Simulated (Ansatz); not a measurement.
Ansatz input file:

```yaml
crystal:
  lattice:
    - [5.4216946131, 0.0, 0.0]
    - [-1.8072315377, 5.1116227019, 0.0]
    - [0.0, 0.0, 23.6401926716]
  atoms:
    - { symbol: Mo, position: [0.25, 0.25, 0.3595571372] }
    - { symbol: Mo, position: [0.25, 0.75, 0.3595571372] }
    - { symbol: Mo, position: [0.75, 0.25, 0.3595571372] }
    - { symbol: Mo, position: [0.75, 0.75, 0.3595571372] }
    - { symbol: Mo, position: [0.5, 0.5, 0.4531857124] }
    - { symbol: Mo, position: [0.5, 0.0, 0.4531857124] }
    - { symbol: Mo, position: [0.0, 0.5, 0.4531857124] }
    - { symbol: Mo, position: [0.0, 0.0, 0.4531857124] }
    - { symbol: Mo, position: [0.75, 0.75, 0.5468142876] }
    - { symbol: Mo, position: [0.75, 0.25, 0.5468142876] }
    - { symbol: Mo, position: [0.25, 0.75, 0.5468142876] }
    - { symbol: Mo, position: [0.25, 0.25, 0.5468142876] }
    - { symbol: Mo, position: [0.0, 0.0, 0.6404428628] }
    - { symbol: Mo, position: [0.0, 0.5, 0.6404428628] }
    - { symbol: Mo, position: [0.5, 0.0, 0.6404428628] }
    - { symbol: Mo, position: [0.5, 0.5, 0.6404428628] }
basis:
  ecutwfc: 420
kpoints:
  mp_grid: { grid: [6, 6, 1] }
hamiltonian:
  xc: pbe
  dispersion: d3bj
scf:
  occupations: { method: gaussian, width: 0.1 }
output:
  forces: true
  eigenvalues: true
  write_density: true
  write_potential: true
  elf: true
  volumetric_format: npy
relax:
  adjacent_minimum: "off"
  f_tol: 0.03
  max_steps: 70
  constraints: [{ sites: [0, 1, 2, 3, 4, 5, 6, 7] }]
efield:
  axis: 3
  dipole_correction: true
  ramp_width: 0.04
```

Launched with
```bash
ansatz run input.yaml --threads 2 --pin off --max-ram 5120MiB --backend cpu --events-out ev --progress --plain --runs-dir out
```

Computed with DFT PBE+D3(BJ), scalar-relativistic, plane waves, PAW in Ansatz.

Part of what the program printed, abridged:

```
Pseudopotentials: kind: paw
Pseudopotential: Mo, paw, valence charge 14, recommended cutoff 420 eV (normal)
Functional definition: PBE
Crystal: 16 atoms, lattice volume = 655.156 Å³
Basis set: ecut = 420 eV, 12775 PW (Γ), exchange–correlation on 80×80×320 points (8 copies of the dense FFT grid, shifted against one another)
Bands: 135, of which v1, the nominal top of the filled ones, is band 112 counted from 1 (111 counted from 0)
Symmetry: 16 space group operations
k-points: 13 of 36
Initial density: superposition of atomic densities (neutral atoms: chi_scale 0, normalization atom), corrected by the library's trained network
Initial wavefunctions: pseudopotential atomic-orbital guess
Functional: x = pbe(κ = 0.804, μ = 0.21951497), c = pbe(β = 0.06672455)
SCF iter   1: F=—  HF=-79295.062701 eV  |F-HF|=—  |Δ(HF+E_count)|=         —  Δρ=3.53e-3  dr2=2.55e-1  ethr=1.77e-3  p= 0.000 e·Å  D=-4.38e-14 V/Å  ΔV_dip=0.00 eV  dr2_dipole=6.74e-11  V_vac-E_F(+/−)=4.80/4.80 eV  ⟨swp⟩=9.2  Hψ=8683  notcnv=0
efield: sawtooth ramp at fractional position 0.9800 (placed from the atoms, in the widest stretch of the axis that holds none; the zero of the levels goes with the place), width 0.0400; the density the first Hamiltonian is built on has a dipole p =  0.000 e·Å; the dipole correction subtracts the counter field D = -4.38e-14 V/Å, which shifts the + side's vacuum level by +0.00 eV against the − side's; the planar-averaged density in the ramp window peaks in size at 1.9e-5 e/Å³
SCF iter   2: F=—  HF=-79295.062295 eV  |F-HF|=—  |Δ(HF+E_count)|=   4.06e-4  Δρ=1.93e-3  dr2=7.18e-2  ethr=1.14e-4  p= 0.000 e·Å  D=-1.24e-7 V/Å  ΔV_dip=0.00 eV  dr2_dipole=4.14e-11  V_vac-E_F(+/−)=4.70/4.70 eV  ⟨swp⟩=2.0  Hψ=2700  notcnv=0  defer=36
SCF iter   3: F=—  HF=-79295.054392 eV  |F-HF|=—  |Δ(HF+E_count)|=   7.90e-3  Δρ=5.15e-4  dr2=5.07e-3  ethr=3.20e-5  p=0.000 e·Å  D=3.69e-7 V/Å  ΔV_dip= 0.00 eV  dr2_dipole=5.96e-11  V_vac-E_F(+/−)=4.72/4.72 eV  ⟨swp⟩=2.2  Hψ=2638  notcnv=0  defer=36
SCF iter   4: F=—  HF=-79295.053464 eV  |F-HF|=—  |Δ(HF+E_count)|=   9.28e-4  Δρ=1.56e-4  dr2=1.97e-4  ethr=2.26e-6  p=0.000 e·Å  D=2.18e-7 V/Å  ΔV_dip= 0.00 eV  dr2_dipole=9.39e-11  V_vac-E_F(+/−)=4.72/4.72 eV  ⟨swp⟩=2.8  Hψ=3164  notcnv=0  defer=30
SCF iter   5: F=—  HF=-79295.053582 eV  |F-HF|=—  |Δ(HF+E_count)|=   1.18e-4  Δρ=4.59e-5  dr2=2.17e-5  ethr=8.78e-8  p=0.000 e·Å  D=2.53e-7 V/Å  ΔV_dip= 0.00 eV  dr2_dipole=2.61e-11  V_vac-E_F(+/−)=4.71/4.71 eV  ⟨swp⟩=2.5  Hψ=2766  notcnv=0  defer=23
SCF iter   6: F=-79295.053598 eV  HF=-79295.053596 eV  |F-HF|=2.27e-6  |Δ(HF+E_count)|=   1.41e-5  Δρ=1.43e-5  dr2=1.10e-6  ethr=9.70e-9  p=0.000 e·Å  D=1.60e-7 V/Å  ΔV_dip= 0.00 eV  dr2_dipole=7.48e-13  V_vac-E_F(+/−)=4.71/4.71 eV  ⟨swp⟩=21.9  Hψ=18227  notcnv=0
SCF 1 converged in 6 iterations: F = -79295.053598 eV  dr2 = 1.10e-6
relax step   1: F+E_penalty+E_count = -79295.05359808 eV  Δ(F+E_penalty+E_count) = +0.000e0 eV  max|allowed force component| = 5.245e-1 eV/Å  Δτ_max = 0.0000 Å  (6 SCF iters, dr2 threshold 2.25e-5 eV, accepted)
Initial density: handed on by an earlier stage of this run
Initial wavefunctions: those handed on with the density
SCF iter   1: F=—  HF=-79295.111466 eV  |F-HF|=—  |Δ(HF+E_count)|=         —  Δρ=8.82e-3  dr2=1.44e0  ethr=7.40e-4  p= 0.000 e·Å  D=-2.66e-7 V/Å  ΔV_dip=0.00 eV  dr2_dipole=9.46e-2  V_vac-E_F(+/−)=4.72/4.72 eV  ⟨swp⟩=2.0  Hψ=5841  notcnv=0  defer=97
efield: sawtooth ramp at fractional position 0.9800 (handed on by an earlier solve), width 0.0400; the density the first Hamiltonian is built on has a dipole p =  0.000 e·Å; the dipole correction subtracts the counter field D = -2.66e-7 V/Å, which shifts the + side's vacuum level by +0.00 eV against the − side's; the planar-averaged density in the ramp window peaks in size at 1.5e-6 e/Å³
SCF iter   2: F=—  HF=-79295.055892 eV  |F-HF|=—  |Δ(HF+E_count)|=   5.56e-2  Δρ=4.06e-3  dr2=4.37e-1  ethr=6.45e-4  p=0.029 e·Å  D=8.05e-3 V/Å  ΔV_dip=-0.19 eV  dr2_dipole=9.62e-3  V_vac-E_F(+/−)=4.55/4.74 eV  ⟨swp⟩=3.0  Hψ=2745  notcnv=0  defer=101
SCF iter   3: F=—  HF=-79295.017831 eV  |F-HF|=—  |Δ(HF+E_count)|=   3.81e-2  Δρ=1.70e-3  dr2=6.78e-2  ethr=1.95e-4  p=0.025 e·Å  D=6.92e-3 V/Å  ΔV_dip=-0.16 eV  dr2_dipole=2.05e-3  V_vac-E_F(+/−)=4.58/4.75 eV  ⟨swp⟩=2.8  Hψ=3033  notcnv=0  defer=101
SCF iter   4: F=—  HF=-79295.006198 eV  |F-HF|=—  |Δ(HF+E_count)|=   1.16e-2  Δρ=3.97e-4  dr2=2.53e-3  ethr=3.02e-5  p=0.028 e·Å  D=7.80e-3 V/Å  ΔV_dip=-0.18 eV  dr2_dipole=8.66e-5  V_vac-E_F(+/−)=4.56/4.74 eV  ⟨swp⟩=2.7  Hψ=2804  notcnv=0  defer=110
SCF iter   5: F=—  HF=-79295.006416 eV  |F-HF|=—  |Δ(HF+E_count)|=   2.18e-4  Δρ=1.34e-4  dr2=2.13e-4  ethr=1.13e-6  p=0.030 e·Å  D=8.17e-3 V/Å  ΔV_dip=-0.19 eV  dr2_dipole=1.91e-6  V_vac-E_F(+/−)=4.55/4.75 eV  ⟨swp⟩=2.6  Hψ=2828  notcnv=0  defer=143
SCF iter   6: F=—  HF=-79295.006480 eV  |F-HF|=—  |Δ(HF+E_count)|=   6.40e-5  Δρ=4.81e-5  dr2=2.90e-5  ethr=9.50e-8  p=0.030 e·Å  D=8.28e-3 V/Å  ΔV_dip=-0.20 eV  dr2_dipole=5.01e-7  V_vac-E_F(+/−)=4.55/4.74 eV  ⟨swp⟩=2.8  Hψ=2694  notcnv=0  defer=143
SCF iter   7: F=-79295.006496 eV  HF=-79295.006499 eV  |F-HF|=2.79e-6  |Δ(HF+E_count)|=   1.88e-5  Δρ=1.91e-5  dr2=4.62e-6  ethr=7.68e-9  p=0.030 e·Å  D=8.33e-3 V/Å  ΔV_dip=-0.20 eV  dr2_dipole=1.19e-6  V_vac-E_F(+/−)=4.55/4.74 eV  ⟨swp⟩=23.5  Hψ=18805  notcnv=0
SCF 2 converged in 7 iterations: F = -79295.006496 eV  dr2 = 4.62e-6
relax step   2: F+E_penalty+E_count = -79295.00649578 eV  Δ(F+E_penalty+E_count) = +4.710e-2 eV  max|allowed force component| = 7.255e-1 eV/Å  Δτ_max = 0.1387 Å  (7 SCF iters, dr2 threshold 1.72e-5 eV, rejected (line search))
SCF iter   1: F=—  HF=-79295.148994 eV  |F-HF|=—  |Δ(HF+E_count)|=         —  Δρ=4.64e-3  dr2=4.23e-1  ethr=1.68e-3  p=0.030 e·Å  D=8.33e-3 V/Å  ΔV_dip=-0.20 eV  dr2_dipole=1.68e-2  V_vac-E_F(+/−)=4.54/4.74 eV  ⟨swp⟩=3.8  Hψ=3178  notcnv=0  defer=157
efield: sawtooth ramp at fractional position 0.9800 (handed on by an earlier solve), width 0.0400; the density the first Hamiltonian is built on has a dipole p = 0.030 e·Å; the dipole correction subtracts the counter field D = 8.33e-3 V/Å, which shifts the + side's vacuum level by -0.20 eV against the − side's; the planar-averaged density in the ramp window peaks in size at 4.4e-6 e/Å³
SCF iter   2: F=—  HF=-79295.137236 eV  |F-HF|=—  |Δ(HF+E_count)|=   1.18e-2  Δρ=2.55e-3  dr2=2.22e-1  ethr=1.89e-4  p=0.019 e·Å  D=5.24e-3 V/Å  ΔV_dip=-0.12 eV  dr2_dipole=1.69e-2  V_vac-E_F(+/−)=4.61/4.74 eV  ⟨swp⟩=2.1  Hψ=2694  notcnv=0  defer=154
SCF iter   3: F=—  HF=-79295.123652 eV  |F-HF|=—  |Δ(HF+E_count)|=   1.36e-2  Δρ=9.70e-4  dr2=2.55e-2  ethr=9.89e-5  p=0.020 e·Å  D=5.50e-3 V/Å  ΔV_dip=-0.13 eV  dr2_dipole=4.24e-3  V_vac-E_F(+/−)=4.60/4.73 eV  ⟨swp⟩=2.0  Hψ=2269  notcnv=0  defer=154
SCF iter   4: F=—  HF=-79295.120506 eV  |F-HF|=—  |Δ(HF+E_count)|=   3.15e-3  Δρ=2.31e-4  dr2=1.63e-3  ethr=1.14e-5  p=0.017 e·Å  D=4.76e-3 V/Å  ΔV_dip=-0.11 eV  dr2_dipole=3.11e-4  V_vac-E_F(+/−)=4.61/4.73 eV  ⟨swp⟩=3.1  Hψ=2975  notcnv=0  defer=154
SCF iter   5: F=—  HF=-79295.120453 eV  |F-HF|=—  |Δ(HF+E_count)|=   5.28e-5  Δρ=9.76e-5  dr2=2.61e-4  ethr=7.30e-7  p=0.017 e·Å  D=4.68e-3 V/Å  ΔV_dip=-0.11 eV  dr2_dipole=2.49e-5  V_vac-E_F(+/−)=4.61/4.72 eV  ⟨swp⟩=2.2  Hψ=2378  notcnv=0  defer=154
SCF iter   6: F=—  HF=-79295.120452 eV  |F-HF|=—  |Δ(HF+E_count)|=   1.44e-6  Δρ=2.96e-5  dr2=5.97e-6  ethr=1.16e-7  p=0.017 e·Å  D=4.70e-3 V/Å  ΔV_dip=-0.11 eV  dr2_dipole=8.20e-8  V_vac-E_F(+/−)=4.61/4.72 eV  ⟨swp⟩=2.0  Hψ=2138  notcnv=0  defer=154
SCF iter   7: F=—  HF=-79295.120608 eV  |F-HF|=—  |Δ(HF+E_count)|=   1.56e-4  Δρ=1.10e-5  dr2=1.30e-6  ethr=2.67e-9  p=0.017 e·Å  D=4.74e-3 V/Å  ΔV_dip=-0.11 eV  dr2_dipole=2.65e-7  V_vac-E_F(+/−)=4.61/4.72 eV  ⟨swp⟩=3.0  Hψ=3622  notcnv=0  defer=154
SCF iter   8: F=—  HF=-79295.120609 eV  |F-HF|=—  |Δ(HF+E_count)|=   5.61e-7  Δρ=3.43e-6  dr2=1.25e-7  ethr=5.83e-10  p=0.017 e·Å  D=4.76e-3 V/Å  ΔV_dip=-0.11 eV  dr2_dipole=2.39e-8  V_vac-E_F(+/−)=4.61/4.72 eV  ⟨swp⟩=2.2  Hψ=2941  notcnv=0  defer=154
SCF iter   9: F=-79295.120609 eV  HF=-79295.120609 eV  |F-HF|=5.37e-9  |Δ(HF+E_count)|=   8.66e-8  Δρ=1.20e-6  dr2=1.53e-8  ethr=4.46e-11  p=0.017 e·Å  D=4.77e-3 V/Å  ΔV_dip=-0.11 eV  dr2_dipole=2.03e-9  V_vac-E_F(+/−)=4.61/4.72 eV  ⟨swp⟩=20.0  Hψ=15664  notcnv=0
SCF 3 converged in 9 iterations: F = -79295.120609 eV  dr2 = 1.53e-8
relax step   3: F+E_penalty+E_count = -79295.12060897 eV  Δ(F+E_penalty+E_count) = -6.701e-2 eV  max|allowed force component| = 1.494e-1 eV/Å  Δτ_max = 0.0675 Å  (9 SCF iters, accepted)
SCF iter   1: F=—  HF=-79295.125245 eV  |F-HF|=—  |Δ(HF+E_count)|=         —  Δρ=7.25e-4  dr2=8.34e-3  ethr=4.33e-5  p=0.017 e·Å  D=4.77e-3 V/Å  ΔV_dip=-0.11 eV  dr2_dipole=6.69e-5  V_vac-E_F(+/−)=4.61/4.72 eV  ⟨swp⟩=2.0  Hψ=2796  notcnv=0  defer=12
efield: sawtooth ramp at fractional position 0.9800 (handed on by an earlier solve), width 0.0400; the density the first Hamiltonian is built on has a dipole p = 0.017 e·Å; the dipole correction subtracts the counter field D = 4.77e-3 V/Å, which shifts the + side's vacuum level by -0.11 eV against the − side's; the planar-averaged density in the ramp window peaks in size at 4.0e-6 e/Å³
SCF iter   2: F=—  HF=-79295.124985 eV  |F-HF|=—  |Δ(HF+E_count)|=   2.60e-4  Δρ=4.13e-4  dr2=4.58e-3  ethr=3.72e-6  p=0.014 e·Å  D=3.86e-3 V/Å  ΔV_dip=-0.09 eV  dr2_dipole=2.34e-7  V_vac-E_F(+/−)=4.63/4.72 eV  ⟨swp⟩=2.8  Hψ=2704  notcnv=0  defer=12
SCF iter   3: F=—  HF=-79295.124548 eV  |F-HF|=—  |Δ(HF+E_count)|=   4.36e-4  Δρ=1.37e-4  dr2=4.04e-4  ethr=2.04e-6  p=0.015 e·Å  D=4.06e-3 V/Å  ΔV_dip=-0.10 eV  dr2_dipole=2.37e-7  V_vac-E_F(+/−)=4.62/4.72 eV  ⟨swp⟩=3.3  Hψ=3197  notcnv=0  defer=12
SCF iter   4: F=—  HF=-79295.124617 eV  |F-HF|=—  |Δ(HF+E_count)|=   6.86e-5  Δρ=3.45e-5  dr2=2.12e-5  ethr=1.80e-7  p=0.014 e·Å  D=3.97e-3 V/Å  ΔV_dip=-0.09 eV  dr2_dipole=1.35e-10  V_vac-E_F(+/−)=4.63/4.72 eV  ⟨swp⟩=2.4  Hψ=2468  notcnv=0  defer=12
SCF iter   5: F=-79295.124618 eV  HF=-79295.124618 eV  |F-HF|=1.03e-7  |Δ(HF+E_count)|=   1.60e-6  Δρ=1.01e-5  dr2=1.14e-6  ethr=6.23e-10  p=0.014 e·Å  D=3.92e-3 V/Å  ΔV_dip=-0.09 eV  dr2_dipole=8.84e-9  V_vac-E_F(+/−)=4.63/4.72 eV  ⟨swp⟩=17.8  Hψ=17938  notcnv=0
SCF 4 converged in 5 iterations: F = -79295.124618 eV  dr2 = 1.14e-6
relax step   4: F+E_penalty+E_count = -79295.12461845 eV  Δ(F+E_penalty+E_count) = -4.009e-3 eV  max|allowed force component| = 7.694e-3 eV/Å  Δτ_max = 0.0077 Å  (5 SCF iters, dr2 threshold 1.39e-6 eV, accepted)
SCF iter   1: F=—  HF=-79295.124731 eV  |F-HF|=—  |Δ(HF+E_count)|=         —  Δρ=1.01e-5  dr2=1.12e-6  ethr=5.00e-10  p=0.014 e·Å  D=3.92e-3 V/Å  ΔV_dip=-0.09 eV  dr2_dipole=6.16e-9  V_vac-E_F(+/−)=4.63/4.72 eV  ⟨swp⟩=1.0  Hψ=4160  notcnv=0
efield: sawtooth ramp at fractional position 0.9800 (handed on by an earlier solve), width 0.0400; the density the first Hamiltonian is built on has a dipole p = 0.014 e·Å; the dipole correction subtracts the counter field D = 3.92e-3 V/Å, which shifts the + side's vacuum level by -0.09 eV against the − side's; the planar-averaged density in the ramp window peaks in size at 4.0e-6 e/Å³
SCF iter   2: F=—  HF=-79295.124619 eV  |F-HF|=—  |Δ(HF+E_count)|=   1.12e-4  Δρ=5.43e-6  dr2=7.67e-7  ethr=4.99e-10  p=0.014 e·Å  D=3.90e-3 V/Å  ΔV_dip=-0.09 eV  dr2_dipole=1.54e-9  V_vac-E_F(+/−)=4.63/4.72 eV  ⟨swp⟩=2.0  Hψ=2459  notcnv=0
SCF iter   3: F=—  HF=-79295.124619 eV  |F-HF|=—  |Δ(HF+E_count)|=   5.13e-8  Δρ=2.97e-6  dr2=1.81e-7  ethr=3.42e-10  p=0.014 e·Å  D=3.90e-3 V/Å  ΔV_dip=-0.09 eV  dr2_dipole=2.49e-9  V_vac-E_F(+/−)=4.63/4.72 eV  ⟨swp⟩=2.2  Hψ=2606  notcnv=0
SCF iter   4: F=-79295.124619 eV  HF=-79295.124619 eV  |F-HF|=1.39e-8  |Δ(HF+E_count)|=   1.09e-8  Δρ=1.35e-6  dr2=3.07e-8  ethr=4.46e-11  p=0.014 e·Å  D=3.90e-3 V/Å  ΔV_dip=-0.09 eV  dr2_dipole=7.51e-10  V_vac-E_F(+/−)=4.63/4.72 eV  ⟨swp⟩=12.1  Hψ=13517  notcnv=0
SCF 5 converged in 4 iterations: F = -79295.124619 eV  dr2 = 3.07e-8
relax step   5: F+E_penalty+E_count = -79295.12461906 eV  Δ(F+E_penalty+E_count) = -6.127e-7 eV  max|allowed force component| = 7.946e-3 eV/Å  Δτ_max = 0.0000 Å  (4 SCF iters, accepted)
WARN: The output density's exchange-correlation potential varies sharply where the density is thin. Do not read a vacuum level from v_tot or v_xc, or from such a field of the output density. On a cell that repeats whose density bears no net charge and no dipole along the vacuum's axis use v_es (v_loc + v_h of the components); under efield.dipole_correction with no amplitude use v_es + v_field, which holds any external_charges[].barrier, or the levels of the report's work_function block, which leave it out; under a non-zero efield.amplitude the vacuum is tilted and has no level; on a cell that repeats and bears such a dipole with no correction it is tilted too, and efield.dipole_correction wi ...
SCF converged after 4 iterations
Free energy (F): -79295.124619 eV
Harris-Foulkes:  -79295.124619 eV  (|F-HF|=1.39e-8)
Internal energy: -79295.057549 eV  (E = F + TS)
E sigma→0 (E₀):  -79295.091084 eV
Entropy (-TS):   -0.067070 eV (-4.192 meV/atom)
Fermi energy:    5.269709 eV
Dipole field:    D = 0.003916 V/Å  (p = 0.014180 e·Å, saw-weighted, corrected)
Work function:   Φ+ = 4.6290 eV   Φ− = 4.7216 eV
Levels:          The Fermi level and band energies are counted from a zero that moves with the ramp; work functions are not
--- Per-component energies (eV) ---
  E_band       = -4408.341715
  E_kinetic    = 7045.871304
  E_local      = -272889.095629  (includes V_loc(G=0)·N_el)
  E_nonlocal   = 2293.239553
  E_hartree    = 132549.465164
  E_xc         = -2926.143892
  E_vxc        = -3650.868511  (∫ρ·V_xc dr)
  E_paw        = -51222.407927  (= ΣΔE_a)
  E_vpaw       = -2306.443335  (= ΣTr[D̂ρ^β])
  E_aug_tail   = 0.000713  (compensation charges beyond the density's cutoff)
  E_efield     = 0.000028  (sawtooth field / dipole correction)
  E_vefield    = 0.010864  (∫n·V_field dr)
  E_ewald      = 105862.566140
  E_disp       = -8.553003  (pairwise vdW)
  E_smearing   = -0.067070  (= −TS)
--- Forces (eV/Å), atoms counted from 1 ---
  atom   1  Mo     0.00000000     0.00000000     0.46472314
  atom   2  Mo     0.00000000     0.00000000     0.46472314
  atom   3  Mo     0.00000000     0.00000000     0.46472314
  atom   4  Mo     0.00000000     0.00000000     0.46472314
  atom   5  Mo     0.00000000     0.00000000    -0.47741472
  atom   6  Mo     0.00000000     0.00000000    -0.47741472
  atom   7  Mo     0.00000000     0.00000000    -0.47741472
  atom   8  Mo     0.00000000     0.00000000    -0.47741472
  atom   9  Mo     0.00000000     0.00000000     0.00794598
  atom  10  Mo     0.00000000     0.00000000     0.00794598
  atom  11  Mo     0.00000000     0.00000000     0.00794598
  atom  12  Mo     0.00000000     0.00000000     0.00794598
  atom  13  Mo     0.00000000     0.00000000     0.00468795
  atom  14  Mo     0.00000000     0.00000000     0.00468795
  atom  15  Mo     0.00000000     0.00000000     0.00468795
  atom  16  Mo     0.00000000     0.00000000     0.00468795
--- Band table (eV; the first three rows and the last of 13) ---
  k-point 0: bands = ["-56.0925", "-55.9683", "-55.8607", "-55.8607", "-55.8568", "-55.8568", "-55.8184", "-55.7605", "-55.7405", "-55.7278", "-55.6385", "-55.6385", "-55.6350", "-55.6350", "-55.5296", "-55.5177", "-30.7867", "-30.7640", "-30.7640", "-30.7408", "-30.7408", "-30.6669", "-30.5909", "-30.4170", "-30.4170", "-30.3760", "-30.3760", "-30.3040", "-30.3030", "-30.2722", "-30.2548", "-30.2418", "-30.0789", "-29.9472", "-29.8366", "-29.8366", "-29.8164", "-29.8164", "-29.7858", "-29.7858", "-29.7818", "-29.7818", "-29.7636", "-29.7617", "-29.7348", "-29.7169", "-29.5849", "-29.5641", "-29.4443", "-29.4443", "-29.4217", "-29.4217", "-29.4093", "-29.3884", "-29.3817", "-29.3794", "-29.2 ...
  k-point 1: bands = ["-56.0796", "-55.9588", "-55.8887", "-55.8655", "-55.8525", "-55.8406", "-55.8229", "-55.7522", "-55.7350", "-55.7334", "-55.6465", "-55.6421", "-55.6312", "-55.6273", "-55.5369", "-55.5256", "-30.7429", "-30.7427", "-30.7158", "-30.7108", "-30.6757", "-30.6426", "-30.5555", "-30.4066", "-30.3726", "-30.3565", "-30.3187", "-30.3169", "-30.2904", "-30.2586", "-30.2367", "-30.2278", "-30.0802", "-29.9558", "-29.9393", "-29.9109", "-29.8316", "-29.8167", "-29.8011", "-29.7857", "-29.7744", "-29.7479", "-29.7409", "-29.7368", "-29.7194", "-29.6926", "-29.5726", "-29.5468", "-29.4959", "-29.4695", "-29.4526", "-29.4468", "-29.4258", "-29.4201", "-29.4044", "-29.3906", "-29.2 ...
  k-point 2: bands = ["-56.0436", "-55.9366", "-55.9333", "-55.8687", "-55.8612", "-55.8345", "-55.8140", "-55.7551", "-55.7296", "-55.7141", "-55.6685", "-55.6615", "-55.6113", "-55.6060", "-55.5569", "-55.5473", "-30.6828", "-30.6522", "-30.6438", "-30.5762", "-30.5664", "-30.5268", "-30.5266", "-30.3861", "-30.3401", "-30.3065", "-30.3058", "-30.3000", "-30.2886", "-30.1586", "-30.1564", "-30.1342", "-30.0559", "-29.9907", "-29.9531", "-29.9373", "-29.9312", "-29.9247", "-29.8544", "-29.8488", "-29.8236", "-29.7104", "-29.6939", "-29.6850", "-29.6667", "-29.6260", "-29.5906", "-29.5730", "-29.5576", "-29.5491", "-29.5075", "-29.4959", "-29.4959", "-29.4879", "-29.4201", "-29.4169", "-29.4 ...
  k-point 12: bands = ["-55.9569", "-55.9569", "-55.8713", "-55.8713", "-55.8486", "-55.8486", "-55.8484", "-55.8484", "-55.6463", "-55.6463", "-55.6382", "-55.6382", "-55.6344", "-55.6344", "-55.6308", "-55.6308", "-30.4664", "-30.4664", "-30.4622", "-30.4622", "-30.4420", "-30.4420", "-30.1781", "-30.1781", "-30.1526", "-30.1526", "-30.1189", "-30.1189", "-30.0838", "-30.0838", "-30.0387", "-30.0387", "-30.0360", "-30.0360", "-29.9673", "-29.9673", "-29.9177", "-29.9177", "-29.8270", "-29.8270", "-29.7456", "-29.7456", "-29.7314", "-29.7314", "-29.7214", "-29.7214", "-29.7070", "-29.7070", "-29.7002", "-29.7002", "-29.6607", "-29.6607", "-29.6152", "-29.6152", "-29.5203", "-29.5203", "-29. ...
--- Relaxed structure (5 steps of the walk, 4 accepted, 0 SCFs on fresh bases) ---
  F+E_penalty+E_count = -79295.12461906 eV   max|allowed force component| = 7.946e-3 eV/Å
  atoms:
    - { symbol: Mo, position: [0.24999999, 0.25, 0.3595571372] }
    - { symbol: Mo, position: [0.25, 0.75, 0.3595571372] }
    - { symbol: Mo, position: [0.75, 0.25, 0.3595571372] }
    - { symbol: Mo, position: [0.74999999, 0.74999999, 0.3595571372] }
    - { symbol: Mo, position: [0.49999999, 0.5, 0.45318571] }
    - { symbol: Mo, position: [0.49999999, 0.0, 0.45318571] }
    - { symbol: Mo, position: [0.0, 0.49999999, 0.45318571] }
    - { symbol: Mo, position: [0.0, 0.0, 0.45318571] }
    - { symbol: Mo, position: [0.74999999, 0.74999999, 0.54726197] }
    - { symbol: Mo, position: [0.75, 0.25, 0.54726197] }
    - { symbol: Mo, position: [0.25, 0.75, 0.54726197] }
    - { symbol: Mo, position: [0.24999999, 0.25, 0.54726197] }
    - { symbol: Mo, position: [0.0, 0.0, 0.63791044] }
    - { symbol: Mo, position: [0.0, 0.49999999, 0.63791044] }
    - { symbol: Mo, position: [0.49999999, 0.0, 0.63791044] }
    - { symbol: Mo, position: [0.49999999, 0.5, 0.63791044] }
```

The relaxation met its thresholds.

It took 5.4 min on 2 threads of AMD EPYC 7R43 64-Core Processor (Zen 3) (shared host), peak memory 1.7 GiB.